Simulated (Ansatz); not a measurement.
Re, DFT, PBE, PAW with Ansatz's default frozen-core files, scalar-relativistic (Ansatz 0.2.0), run on 1 thread of Arm Neoverse V1 on a shared host.

The cell is a database entry far from equilibrium at this level of theory, probably a faulty or high-pressure entry; it serves as a test geometry alone. The listed cell was then made from it by scaling, straining or moving an atom.

Command: `ansatz run input.yaml --threads 1 --pin off --max-ram 2048MiB --backend cpu --events-out ev --progress --plain --runs-dir out`

```yaml
crystal:
  lattice:
    - [2.550843051, 0.0, 0.0]
    - [-1.2754215255, 2.2090948832, 0.0]
    - [0.0, 0.0, 4.162]
  atoms:
    - { symbol: Re, position: [0.3333333333, 0.6666666667, 0.25] }
    - { symbol: Re, position: [0.6666666667, 0.3333333333, 0.75] }
kpoints:
  mp_grid: { grid: [18, 18, 10] }
scf:
  occupations: { method: fermi_dirac, width: 0.05 }
hamiltonian:
  xc: pbe
  pseudopotentials: { kind: paw }
output:
  forces: true
  stress: true
  eigenvalues: true
  efg: { contact_densities: true }
```

Q: How large is the problem that the program sets up?

A: 222 irreducible k-points, 463 plane waves at Γ, 19 bands.

Q: About how long does it take, and how much memory does it use?

A: 6 s of wall time for 6 SCF iterations, with a peak of 0.39 GiB. Times on shared machines scatter by tens of per cent.

Q: And the same cell and mesh by LAPW (all electrons), asked for forces, stress, eigenvalues, on the same hardware?

A: 2.3 min, peak memory 1.1 GiB.

Q: And the same cell and mesh by crystal-made all-electron datasets, asked for forces, stress, eigenvalues, efg, on the same hardware?

A: 67 s, peak memory 1.3 GiB.
